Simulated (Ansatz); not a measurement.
## Moving the knobs of a GW run on BN (P6_3/mmc)

A base run on BN (P6_3/mmc), then changed inputs.

Calculated with Ansatz 0.2.0; G0W0 on PBE, plane waves, PAW.

## (1) The structure

The structure is hexagonal, space group P6_3/mmc (No. 194). Conventional cell: a = 2.504 Å, b = 2.504 Å, c = 6.661 Å, α = 90.00°, β = 90.00°, γ = 120.00°. Nearest to B lie 3 N at 1.45 Å. N has 3 B at 1.45 Å nearest. Farther neighbours and most contacts between anions are not listed.

The cell and positions come from the Crystallography Open Database and are kept as given unless a step says otherwise. The default PAW set here is soft_2. Its files were made with PBE.

## (2) The base run: 6×6×2 mesh, 107 empty bands, screening to 120 eV

G0W0 replaces the xc potential by the self-energy, built once from these orbitals. Only a window of levels is corrected, while the sums run over the empty bands that the input names.

input.yaml

```yaml
crystal:
  lattice:
    - [2.50399, 0.0, 0.0]
    - [-1.251995, 2.1685189508, 0.0]
    - [0.0, 0.0, 6.6612]
  atoms:
    - { symbol: B, position: [0.3333333333, 0.6666666667, 0.25] }
    - { symbol: B, position: [0.6666666667, 0.3333333333, 0.75] }
    - { symbol: "N", position: [0.3333333333, 0.6666666667, 0.75] }
    - { symbol: "N", position: [0.6666666667, 0.3333333333, 0.25] }
kpoints:
  mp_grid: { grid: [6, 6, 2] }
hamiltonian:
  xc: pbe
scf:
  occupations: { method: fixed }
gw:
  n_empty_bands: 107
  ecut_chi: 120
  qp_bands: [v2, c2]
  qp_kpoints: band_edges
  screening: { model: contour_deformation }
```

The run is started by

```
ansatz run input.yaml --threads 2 --pin off --max-ram 92160MiB --backend cuda --events-out ev --progress --plain --runs-dir out --devices 1 --max-vram 13GiB  # rebuilt from the run's record
```

Numbers of over 12 decimals in the logs are rounded to 6 here.

The program printed:

```text
GPUs: using 1 of 1 available (devices: 1).
Engine: ansatz 0.2.0, x86_64-unknown-linux-gnu
Pseudopotentials: kind: paw
Pseudopotential: B, paw, valence charge 3, recommended cutoff 420 eV (normal), B.paw.azcp
Pseudopotential: N, paw, valence charge 5, recommended cutoff 420 eV (normal), N.paw.azcp
Functional definition: PBE
  parameter kappa = 0.804
  parameter beta = 0.066725
  exchange = pbe_x(kappa = kappa, mu = beta*pi^2/3)
  correlation = pbe_c(beta = beta)
device memory: the entry about to start is reckoned to put 0.5 GiB on a device that reports 69.0 GiB free (of which the cap on the GPU budget leaves the run 13.0 GiB)
GPU FFT provider: cuFFT
GPU libraries: cuBLAS 13.8.2, cuFFT 12.4.0, cuSOLVER 12.3.4
Crystal: 4 atoms, lattice volume = 36.170 Å³
Basis set: ecut = 420 eV, 713 PW (Γ)
Bands: 12, of which v1, the nominal top of the filled ones, is band 8 counted from 1 (7 counted from 0)
Symmetry: 24 space group operations
Space group: P63/mmc (ITA 194), of the structure as read, at distance tolerance 3.3e-5 Å
k-points: 14 of 72
Non-local potential: B, projectors of the file, l = 0: 2, l = 1: 2, l = 2: 1
Non-local potential: N, projectors of the file, l = 0: 2, l = 1: 2, l = 2: 1
PAW form: soft (Blöchl's): semilocal exchange-correlation on the pseudo side does not see the compensation charge
PAW one-centre angular grid: B, 110 points (default); XC on 64 Gauss nodes
PAW one-centre angular grid: N, 110 points (default); XC on 64 Gauss nodes
Initial density: superposition of atomic densities (neutral atoms: chi_scale 0, normalization atom), corrected by the library's trained network
Initial wavefunctions: pseudopotential atomic-orbital guess
GPU buffer pool allocated for 14580 grid points (all kernels)
GPU transforms: local potential and band sums: pruned to the plane-wave sphere, on 18×18×45
Functional: x = pbe(κ = 0.804, μ = 0.219515), c = pbe(β = 0.066725)
SCF iter   1: F=—  HF=-1084.806719 eV  |F-HF|=—  |Δ(HF+E_count)|=         —  Δρ=1.52e-3  dr2=2.11e-4  ethr=1.77e-3  ⟨swp⟩=5.1  Hψ=870  notcnv=0  defer=25
preconditioner: auto → none  [insulator: Δε(μ)=4.282 eV  Ē_g=15.843 eV  n_scr=4 (ndim 8)  ℏωp=24.7 eV  f_vac=0.023  ε∞_Penn≈3.4]
SCF iter   2: F=—  HF=-1084.807765 eV  |F-HF|=—  |Δ(HF+E_count)|=   1.05e-3  Δρ=7.54e-4  dr2=4.14e-5  ethr=1.32e-6  ⟨swp⟩=2.1  Hψ=412  notcnv=0  defer=28
SCF iter   3: F=—  HF=-1084.808061 eV  |F-HF|=—  |Δ(HF+E_count)|=   2.96e-4  Δρ=3.49e-4  dr2=8.62e-6  ethr=2.59e-7  ⟨swp⟩=2.0  Hψ=291  notcnv=0  defer=24
iter 4 did not close the SCF: its close was put off for the readings that it lacked (scf_convergence_deferred on its scf_iter line)
SCF iter   4: F=-1084.808140 eV  HF=-1084.808140 eV  |F-HF|=1.84e-7  |Δ(HF+E_count)|=   7.93e-5  Δρ=1.76e-5  dr2=3.83e-8  ethr=5.38e-8  ⟨swp⟩=2.0  Hψ=297  notcnv=0  defer=28
[...]
E_nonlocal   = 115.657002
  E_hartree    = 224.908149
  E_xc         = -184.451728
  E_vxc        = -228.846028  (∫ρ·V_xc dr)
  E_paw        = -413.649020  (= ΣΔE_a)
  E_vpaw       = -45.699910  (= ΣTr[D̂ρ^β])
  E_aug_tail   = 0.000204  (compensation charges beyond the density's cutoff)
  E_ewald      = -497.875223
  E_smearing   = -0.000000  (= −TS)
  E_closure    = 0.000000  (closes the sum)
  Σ components = -1084.808141   (vs F -1084.808141, Δ=0.00e0)
--- Band table (eV; the first three rows and the last of 14) ---
  k-point 0: bands = [... 4 lower, 3.3842, 3.3842, 3.4189, 3.4189, 9.9565, 14.9926, 16.2902, 16.2902]
  k-point 1: bands = [... 4 lower, 3.4018, 3.4018, 3.4018, 3.4018, 12.3025, 12.3025, 16.3495, 16.3495]
  k-point 2: bands = [... 4 lower, 1.4094, 1.4475, 2.4891, 2.5366, 10.8560, 14.5104, 15.7186, 15.8540]
  k-point 13: bands = [... 4 lower, -2.4365, -2.4365, 4.7123, 4.7123, 9.3593, 9.3593, 16.7365, 16.7365]
--- G₀W₀: contour deformation, 6 samples at zero and on the imaginary axis and 1 off it, 72 q-points, 107 empty bands' worth ---
  eigenvalues of the whole cell's RPA ε∞ on this k-mesh (on a slab, of 1 + 4πα/V) = 2.5221, 4.5391, 4.5391; static W/v taken at q = 0 is 0.262519
  bands read: the sum over 115 bands ends inside a degenerate multiplet in 7 slots, whose members it reads at an even weight; the widest, k=1: bands 115 to 118 (counted from 1) at 1/4 each
  gw.qp_kpoints: band_edges: 9 of 14 stored k-points solved, in 1 pass; an edge of the gap read off the rows below is read off those points alone
    valence top: of the k-points left out ik 11 came nearest to being solved in a further pass, in band 7 (counted from 1, as in the quasiparticle table): it holds the edge there only if its correction is more favourable than any solved in that band by at least 1.077 eV; those differ by 0.267 eV
    conduction bottom: of the k-points left out ik 11 came nearest to being solved in a further pass, in band 9 (counted from 1, as in the quasiparticle table): it holds the edge there only if its correction is more favourable than any solved in that band by at least 0.737 eV; those differ by 0.606 eV
    ik  band        ε_KS         Σx   Σc(E_QP)       V_xc       Z   E_QP_lin       E_QP  E_QP is
     0     7      3.4189   -23.6750     3.4725   -19.2171  0.7943     2.4228     2.4334  root
     0     8      3.4189   -23.6750     3.4725   -19.2171  0.7943     2.4228     2.4334  root
     0     9      9.9565    -4.9241    -3.9423    -9.1454  0.8379    10.2362    10.2355  root
     0    10     14.9926    -7.8094    -5.4808   -14.3510  0.7575    16.0822    16.0534  root
     1     7      3.4018   -23.6597     3.4773   -19.1920  0.7943     2.4006     2.4114  root
     1     8      3.4018   -23.6597     3.4773   -19.1920  0.7943     2.4006     2.4114  root
     1     9     12.3025    -6.3462    -4.4061   -11.3770  0.8139    12.9319    12.9271  root
     1    10     12.3025    -6.3462    -4.4061   -11.3770  0.8139    12.9319    12.9271  root
[...]
13     7      4.7123   -20.6633     2.6736   -17.1971  0.7838     3.9128     3.9197  root
    13     8      4.7123   -20.6633     2.6736   -17.1971  0.7838     3.9128     3.9197  root
    13     9      9.3593    -6.1271    -4.5872   -11.5477  0.8095    10.2002    10.1928  root
    13    10      9.3593    -6.1271    -4.5872   -11.5477  0.8095    10.2002    10.1928  root
[key lines of the parts left out:]
SCF converged after 6 iterations
Free energy (F): -1084.808141 eV
Fermi energy:    4.712290 eV
```

Elapsed: 6.2 s, on 1 × NVIDIA H100 80GB HBM3 (shared by 6 runs) with 2 threads of AMD EPYC 7R13 (Zen 3), shared host; peak memory 1 GiB.

Numbers from this step:

```yaml
bands_summed: 115
rpa_eps_infinity_on_this_mesh_eigenvalues: 2.522, 4.539, 4.539
plane_waves_in_the_screening_matrix: 107
q_points_in_the_mesh: 72
g0w0_gap_on_the_mesh: 5.779 eV
k_of_the_valence_top: 0.3333, 0.3333, -0.5
k_of_the_conduction_bottom: 0, -0.5, 0
starting_gap_on_the_mesh: 4.289 eV
z_at_the_valence_top: 0.7838
z_at_the_conduction_bottom: 0.8193
least_direct_g0w0_gap_on_the_computed_points: 6.263 eV
```

The gap on the mesh goes from 4.29 eV to 5.78 eV, a correction of +1.49 eV. Between the two edge states, bare exchange in place of the xc potential would open the gap by 8.49 eV, and correlation takes back 7.00 eV.

## (3) Variant: guard bands

input.yaml: that of step 2 with these lines changed.

```diff
@@ -17,4 +17,4 @@
 gw:
-  n_empty_bands: 107
-  ecut_chi: 120
+  n_empty_bands: 58
+  ecut_chi: 80
   qp_bands: [v2, c2]
@@ -22 +22,2 @@
   screening: { model: contour_deformation }
+  n_guard_bands: 2
```

The program printed:

```text
GPUs: using 1 of 1 available (devices: 1).
[...]
GPU FFT provider: cuFFT
GPU libraries: cuBLAS 13.8.2, cuFFT 12.4.0, cuSOLVER 12.3.4
Crystal: 4 atoms, lattice volume = 36.170 Å³
Basis set: ecut = 420 eV, 713 PW (Γ)
Bands: 12, of which v1, the nominal top of the filled ones, is band 8 counted from 1 (7 counted from 0)
Symmetry: 24 space group operations
[...]
k-points: 14 of 72
[...]
GPU buffer pool allocated for 14580 grid points (all kernels)
[...]
SCF iter   1: F=—  HF=-1084.806719 eV  |F-HF|=—  |Δ(HF+E_count)|=         —  Δρ=1.52e-3  dr2=2.11e-4  ethr=1.77e-3  ⟨swp⟩=5.1  Hψ=870  notcnv=0  defer=25
[...]
SCF iter   6: F=-1084.808141 eV  HF=-1084.808141 eV  |F-HF|=1.57e-10  |Δ(HF+E_count)|=   9.13e-9  Δρ=5.00e-7  dr2=4.50e-11  ethr=2.10e-11  ⟨swp⟩=4.2  Hψ=795  notcnv=0
SCF 1 converged in 6 iterations: F = -1084.808141 eV  dr2 = 4.50e-11
[...]
NSCF: frozen V_eff on 14 k-points
[...]
G₀W₀ screening: q 1/14
[... further progress lines ...]
SCF converged after 6 iterations
Free energy (F): -1084.808141 eV
[...]
Internal energy: -1084.808141 eV  (E = F + TS)
E sigma→0 (E₀):  -1084.808141 eV
Fermi energy:    4.712290 eV
[...]
--- Band table (eV; the first three rows and the last of 14) ---
  k-point 0: bands = [... 4 lower, 3.3842, 3.3842, 3.4189, 3.4189, 9.9565, 14.9926, 16.2902, 16.2902]
  k-point 1: bands = [... 4 lower, 3.4018, 3.4018, 3.4018, 3.4018, 12.3025, 12.3025, 16.3495, 16.3495]
  k-point 2: bands = [... 4 lower, 1.4094, 1.4475, 2.4891, 2.5366, 10.8560, 14.5104, 15.7186, 15.8540]
  k-point 13: bands = [... 4 lower, -2.4365, -2.4365, 4.7123, 4.7123, 9.3593, 9.3593, 16.7365, 16.7365]
[...]
0     7      3.4189   -23.6750     3.8230   -19.2171  0.7965     2.7797     2.7840  root
     0     8      3.4189   -23.6750     3.8230   -19.2171  0.7965     2.7797     2.7840  root
     0     9      9.9565    -4.9241    -3.8855    -9.1454  0.8391    10.2933    10.2923  root
     0    10     14.9926    -7.8094    -5.2209   -14.3510  0.7612    16.3592    16.3133  root
     1     7      3.4018   -23.6597     3.8275   -19.1920  0.7964     2.7571     2.7615  root
     1     8      3.4018   -23.6597     3.8275   -19.1920  0.7964     2.7571     2.7615  root
     1     9     12.3025    -6.3462    -4.2780   -11.3770  0.8162    13.0623    13.0553  root
     1    10     12.3025    -6.3462    -4.2780   -11.3770  0.8162    13.0623    13.0553  root
[...]
13     7      4.7123   -20.6633     2.9214   -17.1971  0.7887     4.1644     4.1675  root
    13     8      4.7123   -20.6633     2.9214   -17.1971  0.7887     4.1644     4.1675  root
    13     9      9.3593    -6.1271    -4.4124   -11.5477  0.8118    10.3785    10.3675  root
    13    10      9.3593    -6.1271    -4.4124   -11.5477  0.8118    10.3785    10.3675  root
```

The job ended after 2.6 s (1 × NVIDIA H100 80GB HBM3 (shared by 6 runs) with 2 threads; peak memory 1 GiB; 3.3 s of CPU time).

The G0W0 gap on the mesh is 5.687 eV.

Against the base:

```
              setting  base  variant
          empty bands   107       58
screening cutoff (eV)   120       80
        n guard bands     -        2
```

```
                                    quantity  variant   base
                    starting gap on the mesh    4.289  4.289
                        G0W0 gap on the mesh    5.687  5.779
least direct G0W0 gap on the computed points    6.183  6.263
                        Z at the valence top    0.789  0.784
                  Z at the conduction bottom    0.821  0.819
```

## (4) Variant: wider window of levels

input.yaml: that of step 3 with these lines changed.

```diff
@@ -17,7 +17,6 @@
 gw:
-  n_empty_bands: 58
-  ecut_chi: 80
-  qp_bands: [v2, c2]
-  qp_kpoints: band_edges
+  n_empty_bands: 82
+  ecut_chi: 100
+  qp_bands: [v8, c6]
+  qp_kpoints: [[0, 0, 0]]
   screening: { model: contour_deformation }
-  n_guard_bands: 2
```

The program printed:

```text
GPUs: using 1 of 1 available (devices: 1).
[...]
GPU FFT provider: cuFFT
GPU libraries: cuBLAS 13.8.2, cuFFT 12.4.0, cuSOLVER 12.3.4
Crystal: 4 atoms, lattice volume = 36.170 Å³
Basis set: ecut = 420 eV, 713 PW (Γ)
Bands: 12, of which v1, the nominal top of the filled ones, is band 8 counted from 1 (7 counted from 0)
Symmetry: 24 space group operations
[...]
k-points: 14 of 72
[...]
GPU buffer pool allocated for 14580 grid points (all kernels)
[...]
SCF iter   1: F=—  HF=-1084.806719 eV  |F-HF|=—  |Δ(HF+E_count)|=         —  Δρ=1.52e-3  dr2=2.11e-4  ethr=1.77e-3  ⟨swp⟩=5.1  Hψ=870  notcnv=0  defer=25
[...]
SCF iter   6: F=-1084.808141 eV  HF=-1084.808141 eV  |F-HF|=1.57e-10  |Δ(HF+E_count)|=   9.13e-9  Δρ=5.00e-7  dr2=4.50e-11  ethr=2.10e-11  ⟨swp⟩=4.2  Hψ=795  notcnv=0
SCF 1 converged in 6 iterations: F = -1084.808141 eV  dr2 = 4.50e-11
[...]
G₀W₀ screening: q 1/14
[... further progress lines ...]
SCF converged after 6 iterations
Free energy (F): -1084.808141 eV
[...]
Internal energy: -1084.808141 eV  (E = F + TS)
E sigma→0 (E₀):  -1084.808141 eV
Fermi energy:    4.712290 eV
[...]
--- Band table (eV; the first three rows and the last of 14) ---
  k-point 0: bands = [... 4 lower, 3.3842, 3.3842, 3.4189, 3.4189, 9.9565, 14.9926, 16.2902, 16.2902]
  k-point 1: bands = [... 4 lower, 3.4018, 3.4018, 3.4018, 3.4018, 12.3025, 12.3025, 16.3495, 16.3495]
  k-point 2: bands = [... 4 lower, 1.4094, 1.4475, 2.4891, 2.5366, 10.8560, 14.5104, 15.7186, 15.8540]
  k-point 13: bands = [... 4 lower, -2.4365, -2.4365, 4.7123, 4.7123, 9.3593, 9.3593, 16.7365, 16.7365]
[...]
0     1    -13.0794   -28.2901     9.1242   -17.6201  0.7038   -14.6611   -14.6252  root
     0     2    -12.7921   -28.6118     9.0763   -18.0139  0.7067   -14.3527   -14.3136  root
     0     3     -1.4865   -18.6503     4.7480   -12.7744  0.6990    -2.6734    -2.6145  root
     0     4      0.6059   -20.1125     4.0813   -14.9969  0.7370    -0.4506    -0.4284  root
     0     5      3.3842   -23.6445     3.6307   -19.1684  0.7951     2.5310     2.5388  root
     0     6      3.3842   -23.6445     3.6307   -19.1684  0.7951     2.5310     2.5388  root
     0     7      3.4189   -23.6750     3.6219   -19.2171  0.7953     2.5753     2.5829  root
     0     8      3.4189   -23.6750     3.6219   -19.2171  0.7953     2.5753     2.5829  root
     0     9      9.9565    -4.9241    -3.9159    -9.1454  0.8385    10.2626    10.2618  root
     0    10     14.9926    -7.8094    -5.3702   -14.3510  0.7593    16.1984    16.1640  root
     0    11     16.2902    -8.0751    -5.1960   -15.0515  0.8108    18.1105    18.0707  root
     0    12     16.2902    -8.0751    -5.1960   -15.0515  0.8108    18.1105    18.0707  root
     0    13     16.4100    -8.1592    -5.2383   -15.2045  0.8093    18.2587    18.2170  root
     0    14     16.4100    -8.1592    -5.2383   -15.2045  0.8093    18.2587    18.2170  root
```

It took 3.3 s on 1 × NVIDIA H100 80GB HBM3 (shared by 6 runs) with 2 threads; peak memory 1 GiB; 3.6 s of CPU time.

Absolute levels on the run's own zero. QP, by row:

```
k index  band  KS (eV)  Sigma_x (eV)  Sigma_c (eV)  Vxc (eV)       Z  QP linearised (eV)  QP (eV)  source  doubts
      0     1   -13.08        -28.29         9.124    -17.62  0.7038              -14.66   -14.63    root        
      0     2   -12.79        -28.61         9.076    -18.01  0.7067              -14.35   -14.31    root        
      0     3   -1.486        -18.65         4.748    -12.77   0.699              -2.673   -2.615    root        
      0     4   0.6059        -20.11         4.081       -15   0.737             -0.4506  -0.4284    root        
      0     5    3.384        -23.64         3.631    -19.17  0.7951               2.531    2.539    root        
      0     6    3.384        -23.64         3.631    -19.17  0.7951               2.531    2.539    root        
      0     7    3.419        -23.68         3.622    -19.22  0.7953               2.575    2.583    root        
      0     8    3.419        -23.68         3.622    -19.22  0.7953               2.575    2.583    root        
      0     9    9.957        -4.924        -3.916    -9.145  0.8385               10.26    10.26    root        
      0    10    14.99        -7.809         -5.37    -14.35  0.7593                16.2    16.16    root        
      0    11    16.29        -8.075        -5.196    -15.05  0.8108               18.11    18.07    root        
      0    12    16.29        -8.075        -5.196    -15.05  0.8108               18.11    18.07    root        
      0    13    16.41        -8.159        -5.238     -15.2  0.8093               18.26    18.22    root        
      0    14    16.41        -8.159        -5.238     -15.2  0.8093               18.26    18.22    root
```

Against the base:

```
              setting        base      variant
          empty bands         107           82
screening cutoff (eV)         120          100
         levels asked    v2 to c2     v8 to c6
         points asked  band edges  [[0, 0, 0]]
```

## (5) Summary of results

| Property | Result |
| --- | --- |
| base | 5.78 eV, 6.2 s |
| guard bands | 5.69 eV, 2.6 s |
| wider window of levels | direct gap at the listed points 7.68 eV, 3.3 s |

**Reading.** Guard bands: the gap moves by −0.09 eV and the time by a factor of 0.43. The variant differs from the base in empty bands, screening cutoff and n guard bands together, so the change can't be laid to one of them. Wider window of levels: only the listed points were computed; the least direct gap there is 7.68 eV, with empty bands, screening cutoff, levels asked and points asked changed against the base. All runs here use a coarse mesh and modest cutoffs; they test settings and are not final values. The 6×6×2 mesh is coarse for this cell (its supercell is 13 Å along the shortest edge). The RPA ε∞ on it, from the PBE start, is 2.52 and 4.54; such meshes misread the long-range screening, most where the gap is narrow.

[Paths, hosts, dates, memory and timing lines, banners, echoed tables and standing remarks are left out of the program output.]

[Logs are printed without paths, hosts, clocks, repeated set-up lines and the standing remarks that a program may print on its own settings, such as how far it seeks lower states.]

[Runs of the session that timed out or met a known fault of the program may be left out.]

[Cells called generated may have been cut or substituted from an entry of the Crystallography Open Database or the Materials Project.]

[Hosts, paths, dates, database ids (printed as entryN), source tags and the programs' standing remarks are cut or masked in the printed files.]
